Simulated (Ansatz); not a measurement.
SiC (Moissanite):

```xyz
4
Lattice="3.0760 0.0000 0.0000 -1.5380 2.6639 0.0000 0.0000 0.0000 5.0480" Properties=species:S:1:pos:R:3 pbc="T T T"
Si    1.5380    0.8880    2.5240
Si    0.0000    1.7759    0.0000
C     1.5380    0.8880    4.4675
C     0.0000    1.7759    1.9435
```

Base run:

* Program: Ansatz 0.2.0
* Functional: PBE
* Potentials or basis: PseudoDojo standard (PBE files)
* Cutoff: 1116 eV
* Density cutoff: 4463 eV
* k mesh: 10 × 10 × 5
* Occupations: fermi-dirac, width 0.05 eV
* Spin: no spin polarisation

Its results: band gap on the k mesh 2.49 eV, indirect (least direct gap 4.09 eV); pressure 3.7 GPa; largest force 0.760 eV/Å.

Q: After a change of settings the same cell gave: band gap on the k mesh 2.85 eV, indirect (least direct gap 4.58 eV); pressure 0.2 GPa; largest force 0.773 eV/Å. Which change was it?
A. functional from PBE to r2SCAN; potentials or basis from PseudoDojo standard (PBE files) to Ansatz PAW; cutoff from 1116 eV to 500 eV (not typed: the program's choice for these potentials)
B. potentials or basis from PseudoDojo standard (PBE files) to Ansatz PAW; cutoff from 1116 eV to 500 eV; density cutoff from 4463 eV to 2000 eV
C. functional from PBE to rPW86-PBE; potentials or basis from PseudoDojo standard (PBE files) to Ansatz PAW; cutoff from 1116 eV to 420 eV (not typed: the program's choice for these potentials)

A: A.

Caveats: the k mesh misses the band edges, so the gap on the mesh is wider than the one along the path; the PAW data sets come from PBE, with cores solved anew for the run's functional, which leaves a small shift of forces and pressure (some runs).
